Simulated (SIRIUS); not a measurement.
LiF (Griceite) under changes of volume

One of the cells (8.333 Å³/atom); the others are scaled copies at fixed shape and fractional positions:

```xyz
2
Lattice="0.0000 2.0273 2.0273 2.0273 0.0000 2.0273 2.0273 2.0273 0.0000" Properties=species:S:1:pos:R:3 pbc="T T T"
F     2.0273    2.0273    2.0273
Li    0.0000    0.0000    0.0000
```

* Program: SIRIUS 7.12.0
* Functional: PBEsol
* Potentials or basis: PseudoDojo 0.4.1 PBEsol standard (scalar relativistic)
* Cutoff: 1152 eV
* Density cutoff: 4606 eV
* k mesh: 11 × 11 × 11
* Occupations: fermi-dirac, width 0.05 eV
* Spin: no spin polarisation

```tsv
volume (Å³/atom)	energy over the lowest point (meV/atom)	pressure (GPa)	gap on the mesh (eV)
7.679	3.33	3.3	9.51
7.842	0.82	1.6	9.31
8.006	0.00	0.0	9.12
8.333	2.77	-2.7	8.77
8.496	6.08	-3.8	8.61
8.659	?	?	?
```

**Question.** What does the run at 8.659 Å³/atom give?

**Answer.** Energy over the lowest point 10.49 meV/atom; pressure -4.8 GPa; gap on the mesh 8.45 eV.

Worked out: A Birch-Murnaghan fit of order 3 (a polynomial in V^(-2/3)) to the other rows has its minimum at 8.01 Å³/atom with B0 = V·E''(V) = 73 GPa and B' = 4.0. It gives 10.50 meV/atom at 8.659 Å³/atom, against the run's 10.49, and -dE/dV = -4.9 GPa, against -4.8. A straight line through the other rows of the gap, of slope -8.89 eV per unit of ln V, extrapolates to 8.43 eV, against the run's 8.45.

Energies are extrapolated to zero smearing.

Caveats: an odd mesh through Γ misses points on the zone boundary, where band edges often lie.
